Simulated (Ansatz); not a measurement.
`BOC(C)=O` + `N[SiH3]` → `BN[SiH3]` + acetic acid at 500 K and 1 bar (ligand exchange at a B–O bond).

Gas-phase electronic energies from Ansatz, PBE0-D4/def2-TZVP geometries. CBS: MP2 limit from def2 TZ/QZ plus the TZ coupled-cluster correction, frozen cores. This one scheme is used for every species. One conformer a species, not always the lowest.

```tsv
species	CCSD(T)/CBS energy (Eh)	H − E (kJ/mol)	S (J/(mol·K))
`BOC(C)=O`	-254.28820	231.9	373.6
`N[SiH3]`	-346.80422	161.3	303.9
`BN[SiH3]`	-372.22946	202.1	342.4
`CC(=O)O`	-228.87529	193.9	329.7
```

H − E and S are ideal-gas, rigid-rotor, harmonic terms from PBE0-D4/def2-TZVP, for one conformer and one mirror image of each species. 1 Eh = 2625.50 kJ/mol, R = 8.31446 J/(mol·K).

Q: By hand: ΔE, ΔH, ΔS and ΔG.

A: ΔE = (-372.22946) + (-228.87529) − (-254.28820) − (-346.80422) = -0.01233 Eh = -32.4 kJ/mol. Δ(H − E) = 202.1 + 193.9 − 231.9 − 161.3 = 2.8, so ΔH = -29.6 kJ/mol. ΔS = 342.4 + 329.7 − 373.6 − 303.9 = -5.4 J/(mol·K). ΔG = -29.6 − 500 × (-5.4)/1000 = -26.9 kJ/mol.

Q: By hand: the equilibrium constant, and the temperature at which ΔG would vanish if ΔH and ΔS stayed fixed.

A: log₁₀ K = −ΔG/(RT ln 10) = 2.8. ΔG = 0 at ΔH/ΔS = 5481 K, far beyond where these terms or the molecules hold.

The number of gas molecules stays the same, so ΔS is small and ΔH decides. A doubt of 5 kJ/mol in ΔE shifts log₁₀ K by 0.5 here. Other conformers and mirror images would add mixing entropy, several J/(mol·K) or more a flexible species. These are equilibria of isolated gas molecules and say nothing of rates. Largest T1 diagnostic: 0.015 (customary marks: 0.02 for closed shells, 0.045 for open ones).
